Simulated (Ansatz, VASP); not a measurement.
# Ga8As7P (random alloy of the zinc-blende GaP-GaAs line, x = 0.875): VASP beside Ansatz, part 2 of 2

Wanted: the spread between two codes on one cell, functional and k mesh. Of the first pair: The structure shown is the start of the Ansatz relaxation below; VASP solves that cell, so the two are compared at the walk's first step.

VASP 6.6.1 and Ansatz 0.2.0.

So far: Starting point; Ansatz: relaxation, PBE.

## (3) VASP: single point, PBE, start cell, pair 1

Level of this step: PBE; plane waves and PAW (Ga_d, As, P) (VASP).

The same cell, functional, mesh and smearing now go to VASP, with its own data sets.

Lines of VASP's logs that name or quote its potential files are left out, and so is its time.

INCAR

```
SYSTEM = Ga8As7P
PREC = Accurate
ENCUT = 400
EDIFF = 1E-06
NELM = 120
ISMEAR = -1
SIGMA = 0.05
LREAL = Auto
ALGO = Normal
GGA = PE
NBANDS = 336
LORBIT = 11
LWAVE = .FALSE.
LCHARG = .FALSE.
ISIF = 2
LASPH = .TRUE.
GGA_COMPAT = .FALSE.
EFERMI = MIDGAP
NCORE = 2
```

POSCAR

```
Ga8As7P
1.0
   11.4400000000      0.0000000000      0.0000000000
    0.0000000000     11.4400000000      0.0000000000
    0.0000000000      0.0000000000     11.4400000000
Ga As P
32 28 4
Direct
    0.0028409091      0.9989335664      0.9990821678
    0.0030506993      0.2486713287      0.2505594406
    0.2494405594      0.9993269231      0.2519842657
    0.2500699301      0.2510227273      0.9980769231
    0.0015734266      0.9988024476      0.4997902098
    0.9987937063      0.2493094406      0.7488024476
    0.2480506993      0.0004108392      0.7529020979
    0.2486888112      0.2529632867      0.5000874126
    0.0002097902      0.5010839161      0.0005157343
    0.9996328671      0.7510314685      0.2514685315
    0.2486800699      0.5021940559      0.2509003497
    0.2519842657      0.7526573427      0.0038199301
    0.0002797203      0.5015297203      0.5005506993
    0.0004020979      0.7513286713      0.7496066434
    0.2503496503      0.5002097902      0.7488286713
    0.2520979021      0.7503234266      0.4993356643
    0.4993968531      0.0000786713      0.9989160839
    0.5007080420      0.2510402098      0.2480944056
    0.7495279720      0.0000611888      0.2475961538
    0.7506118881      0.2477097902      0.9999300699
    0.4999562937      0.9986363636      0.5022290210
    0.5028496503      0.2505944056      0.7479020979
    0.7478496503      0.0009615385      0.7513898601
    0.7513986014      0.2500786713      0.4996678322
    0.5009265734      0.5002360140      0.0001398601
    0.4994580420      0.7457430070      0.2518181818
    0.7497639860      0.4997902098      0.2500262238
    0.7504283217      0.7494842657      0.0008741259
    0.5038286713      0.4966783217      0.4988723776
    0.5000786713      0.7495979021      0.7523339161
    0.7477797203      0.5005506993      0.7508828671
    0.7509790210      0.7504195804      0.5004895105
    0.1231206294      0.1265122378      0.1209790210
    0.3770017483      0.3765821678      0.1258828671
    0.1233566434      0.1245279720      0.6259265734
    0.1235227273      0.3738286713      0.8749825175
    0.3763024476      0.1246590909      0.8734527972
    0.3738898601      0.3753321678      0.6286713287
    0.1243793706      0.6229982517      0.1243881119
    0.1266258741      0.8754982517      0.3765472028
    0.3744842657      0.6258479021      0.3748688811
    0.3725611888      0.8724825175      0.1241171329
    0.1214597902      0.6244580420      0.6264510490
    0.1246503497      0.8753321678      0.8757167832
    0.3756643357      0.6252097902      0.8769667832
    0.3738811189      0.8757430070      0.6251398601
    0.6252972028      0.3762937063      0.3733304196
    0.8755506993      0.1264772727      0.3734965035
    0.8721765734      0.3769580420      0.1257080420
    0.6265122378      0.3746765734      0.8739423077
    0.8739073427      0.1259090909      0.8729982517
    0.8748164336      0.3765209790      0.6263111888
    0.6260839161      0.6254108392      0.1261888112
    0.6288199301      0.8757692308      0.3748164336
    0.8730419580      0.6240996503      0.3732604895
    0.8746940559      0.8767220280      0.1253671329
    0.6265821678      0.6294230769      0.6245716783
    0.6245017483      0.8761888112      0.8744405594
    0.8772639860      0.6248076923      0.8739160839
    0.8748688811      0.8770279720      0.6256468531
    0.1245629371      0.3775611888      0.3713986014
    0.3730769231      0.1247027972      0.3734702797
    0.6262237762      0.1242220280      0.1271416084
    0.6284440559      0.1217482517      0.6271590909
```

KPOINTS

```
Automatic mesh
0
Gamma
1 1 1
0 0 0
```

PAW data sets: Ga_d, As and P (PBE family, release 64).

Started as:

```
> mpirun -np 8 vasp_gam
```

Numbers of over 12 decimals in the logs are rounded to 6 here.

What it wrote:

```text
[banner, memory and clock lines left out]
running    8 mpi-ranks, on    1 nodes
[...]
LDA part: xc-table for (Slater+PW92), standard interpolation
 POSCAR, INCAR and KPOINTS ok, starting setup
[...]
entering main loop
       N       E                     dE             d eps       ncg     rms          rms(c)
DAV:   1     0.896031806525E+04    0.89603E+04   -0.20439E+05   720   0.244E+03
DAV:   2     0.212720706827E+04   -0.68331E+04   -0.66182E+04   680   0.686E+02
DAV:   3     0.390895560584E+02   -0.20881E+04   -0.19728E+04   848   0.237E+02
DAV:   4    -0.249046388051E+03   -0.28814E+03   -0.27565E+03   824   0.844E+01
[...]
DAV:  16    -0.261382376351E+03   -0.28675E-04   -0.29911E-04  1104   0.564E-02    0.894E-03
DAV:  17    -0.261382379434E+03   -0.30827E-05   -0.32596E-05   680   0.182E-02    0.885E-03
DAV:  18    -0.261382380302E+03   -0.86823E-06   -0.43578E-06   544   0.143E-02
   1 F= -.26138238E+03 E0= -.26134728E+03  d E =-.702030E-01
```

OUTCAR, selected parts (step 3):

```text
  Total        1.1507832      1.0797335      1.1575089      0.7336136      1.1281580     -0.9745462
  in kB        1.2314761      1.1554445      1.2386735      0.7850546      1.2072645     -1.0428815
  external PRESSURE =       1.2085314 kB  Pullay stress =       0.0000000 kB

 POSITION                                       TOTAL-FORCE (eV/Angst)
 -----------------------------------------------------------------------------------
      0.03250     11.42780     11.42950        -0.497322      0.166262     -0.054791
      0.03490      2.84480      2.86640        -0.040244      0.601778      0.068277
      2.85360     11.43230      2.88270         0.249692      0.490566     -0.089039
      2.86080      2.87170     11.41800         0.198361      0.022310      0.089272
      0.01800     11.42630      5.71760        -0.234849      0.199425     -0.003417
     11.42620      2.85210      8.56630        -0.001626      0.111756      0.049153
      2.83770      0.00470      8.61320         0.134193      0.015137     -0.248920
      2.84500      2.89390      5.72100        -0.028372     -0.166508     -0.665610
      0.00240      5.73240      0.00590        -0.149037     -0.242365     -0.066802
     11.43580      8.59180      2.87680         0.032822     -0.080865     -0.122674
      2.84490      5.74510      2.87030        -0.129139     -0.448767      0.162361
      2.88270      8.61040      0.04370        -0.419394     -0.466656     -0.429955
      0.00320      5.73750      5.72630         0.086624     -0.458868     -0.503759
      0.00460      8.59520      8.57550        -0.172367      0.069009      0.054767
[...]
-----------------------------------------------------------------------------------
    total drift:                               -0.005163      0.001891      0.014053

  FREE ENERGIE OF THE ION-ELECTRON SYSTEM (eV)
  ---------------------------------------------------
  free  energy   TOTEN  =      -261.3823803020 eV

  energy  without entropy=     -261.3121772835  energy(sigma->0) =     -261.34727879

[... 2 further parts left out ...]
```

The run ends at a pressure of 0.12 GPa, with forces up to 0.90 eV/Å.

## (4) Side by side

Known differences besides the potentials themselves: the data sets hold 856 valence electrons in Ansatz (on its default PAW (the set named soft_2) files) and 576 in VASP; the cutoff is 420 eV in Ansatz and 400 eV in VASP (PREC = Accurate, projectors in real space). Total energies have different zeros and are not compared.

Forces on 8 of the 64 atoms, those with the largest forces and the largest differences (eV/Å; atoms numbered as in POSCAR):

```csv
atom,"Ansatz x, y, z","VASP x, y, z"
Ga8,"-0.029, -0.165, -0.653","-0.028, -0.167, -0.666"
Ga12,"-0.414, -0.463, -0.425","-0.419, -0.467, -0.430"
Ga13,"0.082, -0.450, -0.495","0.087, -0.459, -0.504"
Ga18,"-0.072, -0.779, 0.164","-0.071, -0.794, 0.165"
Ga21,"0.110, 0.704, -0.250","0.112, 0.718, -0.253"
Ga23,"-0.027, 0.170, -0.319","-0.033, 0.176, -0.330"
As42,"0.560, 0.470, 0.512","0.568, 0.476, 0.518"
P64,"-0.359, 0.389, -0.374","-0.358, 0.387, -0.373"
```

The forces differ by 4.5 meV/Å r.m.s., which is 1.7 % of the r.m.s. force of 0.259 eV/Å (both taken over all components).

## (5) Ansatz: relaxation, PBE

This run makes the geometry at which the two programs are then compared.

The structure compared here is the end of the Ansatz relaxation.

This is the run of step 2 again, met here at its other cell.

## (6) VASP: single point, PBE, relaxed cell, pair 2

The same cell, functional, mesh and smearing now go to VASP, with its own data sets.

INCAR, as its differences from that of step 3:

```diff
@@ -2,3 +2,3 @@
 PREC = Accurate
-ENCUT = 400
+ENCUT = 500
 EDIFF = 1E-06
```

POSCAR

```
Ga8As7P
1.0
   11.4410720000      0.0027690000     -0.0027220000
    0.0027690000     11.4436770000      0.0028550000
   -0.0027220000      0.0028550000     11.4420630000
Ga As P
32 28 4
Direct
    0.0000900000      0.0004400000      0.0004400000
    0.0030400000      0.2533200000      0.2539100000
    0.2542600000      0.0039500000      0.2542400000
    0.2509100000      0.2503500000      0.9998800000
    0.9996700000      0.0000100000      0.4997500000
    0.9997400000      0.2503200000      0.7499500000
    0.2506600000      0.0009900000      0.7500900000
    0.2509900000      0.2500500000      0.4929000000
    0.9997900000      0.4997800000      0.0002900000
    0.0000100000      0.7511000000      0.2502100000
    0.2470900000      0.4962800000      0.2535400000
    0.2507700000      0.7509200000      0.0013800000
    0.0037400000      0.4959600000      0.4969000000
    0.9996900000      0.7501100000      0.7496000000
    0.2505800000      0.4991500000      0.7493000000
    0.2509100000      0.7509200000      0.5000300000
    0.5035100000      0.0033800000      0.0033000000
    0.4998600000      0.2438800000      0.2501400000
    0.7468100000      0.0041100000      0.2469800000
    0.7468600000      0.2467600000      0.0044200000
    0.4995600000      0.0071600000      0.4999200000
    0.5032100000      0.2469300000      0.7461300000
    0.7459100000      0.0036800000      0.7462500000
    0.7471400000      0.2468800000      0.5029900000
    0.4996700000      0.4990500000      0.0003500000
    0.4998300000      0.7501000000      0.2505400000
    0.7498000000      0.4988700000      0.2506600000
    0.7504100000      0.7512000000      0.9994900000
    0.5001600000      0.4990800000      0.4997000000
    0.5001400000      0.7512500000      0.7502900000
    0.7505500000      0.4996000000      0.7501800000
    0.7502000000      0.7509300000      0.4996900000
    0.1262300000      0.1262700000      0.1269400000
    0.3751000000      0.3734300000      0.1272300000
    0.1260600000      0.1264600000      0.6228500000
    0.1251500000      0.3748700000      0.8749700000
    0.3773000000      0.1255200000      0.8749900000
    0.3750900000      0.3727600000      0.6230500000
    0.1251800000      0.6243300000      0.1263300000
    0.1263800000      0.8765500000      0.3749700000
    0.3743900000      0.6240400000      0.3750600000
    0.3762600000      0.8775700000      0.1264500000
    0.1253000000      0.6243400000      0.6237300000
    0.1253200000      0.8755200000      0.8750100000
    0.3749700000      0.6251600000      0.8751800000
    0.3762100000      0.8776600000      0.6240100000
    0.6240900000      0.3719900000      0.3748800000
    0.8740900000      0.1260500000      0.3749800000
    0.8752200000      0.3738900000      0.1262200000
    0.6251400000      0.3728400000      0.8750800000
    0.8729700000      0.1252900000      0.8750300000
    0.8748900000      0.3742600000      0.6237800000
    0.6252700000      0.6251100000      0.1249400000
    0.6239300000      0.8782400000      0.3750900000
    0.8759100000      0.6240900000      0.3751400000
    0.8739200000      0.8767700000      0.1255100000
    0.6249000000      0.6252200000      0.6247400000
    0.6249100000      0.8774900000      0.8749400000
    0.8750600000      0.6250800000      0.8750800000
    0.8738700000      0.8765900000      0.6251400000
    0.1262300000      0.3737600000      0.3751200000
    0.3763700000      0.1264500000      0.3750600000
    0.6237200000      0.1254400000      0.1263100000
    0.6240400000      0.1254100000      0.6235400000
```

KPOINTS is that of step 3.

Started as:

```
> mpirun -np 8 vasp_gam
```

What it wrote:

```text
[... set-up lines as in an earlier step ...]
 entering main loop
       N       E                     dE             d eps       ncg     rms          rms(c)
DAV:   1     0.100061556245E+05    0.10006E+05   -0.22974E+05   712   0.276E+03
DAV:   2     0.245896677057E+04   -0.75472E+04   -0.72914E+04   672   0.790E+02
DAV:   3     0.828010202680E+02   -0.23762E+04   -0.22490E+04   848   0.266E+02
DAV:   4    -0.246178471302E+03   -0.32898E+03   -0.31561E+03   824   0.929E+01
[...]
DAV:  16    -0.262016135808E+03   -0.41822E-05   -0.91975E-05   976   0.511E-02    0.688E-03
DAV:  17    -0.262016138131E+03   -0.23226E-05   -0.21291E-05   744   0.252E-02    0.611E-03
DAV:  18    -0.262016138457E+03   -0.32608E-06   -0.27320E-06   480   0.107E-02
   1 F= -.26201614E+03 E0= -.26197971E+03  d E =-.728635E-01
```

Parts of OUTCAR (step 6):

```text
  Total        1.2892985      1.2005412      1.2802708     -0.1320735     -0.1457200      0.1419558
  in kB        1.3788833      1.2839588      1.3692282     -0.1412505     -0.1558451      0.1518193
  external PRESSURE =       1.3440234 kB  Pullay stress =       0.0000000 kB

 POSITION                                       TOTAL-FORCE (eV/Angst)
 -----------------------------------------------------------------------------------
      0.00103      0.00504      0.00504        -0.011138      0.031781      0.008284
      0.03479      2.89965      2.90597         0.009190     -0.002687      0.003744
      2.90833      0.04663      2.90835         0.006469      0.018909     -0.021464
      2.86865      2.86847     11.44072         0.006657     -0.009648      0.009168
     11.43594      0.00431      5.71545         0.002387      0.031187     -0.009915
     11.43675      2.86949      8.57897        -0.002245     -0.014654     -0.015119
      2.86578      0.01416      8.58190         0.009011      0.011951     -0.020529
      2.87095      2.86359      5.63982        -0.005907     -0.001312     -0.001213
     11.44005      5.72209      0.00202        -0.000027     -0.011431      0.010153
      0.00151      8.59606      2.86506         0.001063     -0.002802      0.002603
      2.82766      5.68068      2.90176         0.001129     -0.010106      0.009703
      2.87115      8.59398      0.01725        -0.005941     -0.001231      0.001771
      0.04281      5.67704      5.68697        -0.003950     -0.015686     -0.023576
     11.43756      8.58892      8.57639         0.001409      0.006757     -0.005818
[...]
-----------------------------------------------------------------------------------
    total drift:                                0.002572      0.009981      0.015291

  FREE ENERGIE OF THE ION-ELECTRON SYSTEM (eV)
  ---------------------------------------------------
  free  energy   TOTEN  =      -262.0161384570 eV

  energy  without entropy=     -261.9432749973  energy(sigma->0) =     -261.97970673

[... 1 part as in an earlier step ...]

[... 1 further part left out ...]
```

The run ends at a pressure of 0.13 GPa, with forces up to 0.037 eV/Å.

## (7) Differences

What differs besides the data sets and the points named for the pairs above, as far as they apply: the data sets hold 856 valence electrons in Ansatz (on its default PAW (the set named soft_2) files) and 576 in VASP; the cutoff is 420 eV in Ansatz and 500 eV in VASP (PREC = Accurate, projectors in real space). Total energies have different zeros and are not compared.

Compared:

```csv
quantity,Ansatz,VASP,difference
pressure (GPa),0.01,0.13,-0.12
gap on the k mesh (eV),0.276,0.278,-0.002
```

The largest component of a force difference here is 12 meV/Å. A gap on the mesh is an upper bound, since the band edges may lie between its points.

## (8) What came out

* r.m.s. force difference (single point, PBE, start cell, pair 1): 1.7 % of the r.m.s. force
* difference in gap on the k mesh (single point, PBE, relaxed cell, pair 2): -0.0018 eV

What this shows: The r.m.s. force difference is 1.7 % of the r.m.s. force (single point, PBE, start cell, pair 1), within the 3 % picked in this series as the mark of a large difference. The data sets hold unlike numbers of valence electrons (856 in Ansatz and 576 in VASP), so part of the differences may come from the potentials. Such differences can come from data sets, numerical settings and the points named under the comparisons, not from the functional's error against experiment.

[Lines on the potential files, build, host, timing and source positions are cut from VASP's logs without a mark.]

[Logs are printed without paths, hosts, clocks, repeated set-up lines and the standing remarks that a program may print on its own settings, such as how far it seeks lower states.]

[Hosts, paths, dates, database ids (printed as entryN), source tags and the programs' standing remarks are cut or masked in the printed files.]
